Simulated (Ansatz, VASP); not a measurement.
**Two plane-wave programs on LiCl**

INCAR

```
SYSTEM = LiCl
PREC     = Accurate       ! precision mode
ENCUT    = 520            ! plane-wave cutoff, eV
EDIFF    = 1E-6           ! SCF threshold, eV
ISMEAR   = 0              ! smearing method
SIGMA    = 0.02           ! smearing width, eV
LREAL    = .FALSE.        ! projectors in reciprocal space
LASPH    = .TRUE.         ! aspherical terms in the spheres
NELM     = 100            ! most SCF steps
ALGO     = Normal         ! electronic algorithm
ISIF     = 2              ! what is computed and relaxed
LWAVE    = .FALSE.        ! write WAVECAR
LCHARG   = .FALSE.        ! write CHGCAR
GGA      = PS             ! functional
NBANDS   = 12             ! bands
```

KPOINTS

```
regular mesh
0
G
  8 8 8
  0 0 0
```

The input POSCAR:

```
LiCl
1.0
    0.0000000000      2.6512437072      2.6512437072
    2.6512437072      0.0000000000      2.6512437072
    2.6512437072      2.6512437072      0.0000000000
Li Cl
1 1
Direct
    0.0000000000      0.0000000000      0.0000000000
    0.5000000000      0.5000000000      0.5000000000
```

Input for Ansatz:

```yaml
crystal:
  lattice:
    - [0.0, 2.6512437072, 2.6512437072]
    - [2.6512437072, 0.0, 2.6512437072]
    - [2.6512437072, 2.6512437072, 0.0]
  atoms:
    - { symbol: Li, position: [0.0, 0.0, 0.0] }
    - { symbol: Cl, position: [0.5, 0.5, 0.5] }
basis:
  ecutwfc: 420
kpoints:
  mp_grid: { grid: [8, 8, 8] }
hamiltonian:
  xc: pbesol
scf:
  occupations: { method: gaussian, width: 0.02 }
output:
  forces: true
  stress: true
  eigenvalues: true
  populations: true
```

Alike in both runs: task single point; functional PBEsol; k mesh 8 × 8 × 8; occupations gaussian, width 0.02 eV; no spin polarisation.

|  | VASP | Ansatz |
| --- | --- | --- |
| version | VASP 6.6.1 | Ansatz 0.2.0 |
| potentials or method | VASP PAW PBE potentials, release 64 (Li_sv, Cl) | scalar-relativistic, plane waves, PAW |
| plane-wave cutoff (eV) | 520 | 420 |
| valence electrons in the cell | 10 | 10 |

|  | VASP | Ansatz | Ansatz less VASP |
| --- | --- | --- | --- |
| gap on the k mesh at the Fermi level (eV) | 5.62 | 5.61 | -0.009 |
| least direct gap on the mesh (eV) | 5.62 | 5.61 | -0.009 |

 A k mesh can miss the band edges.
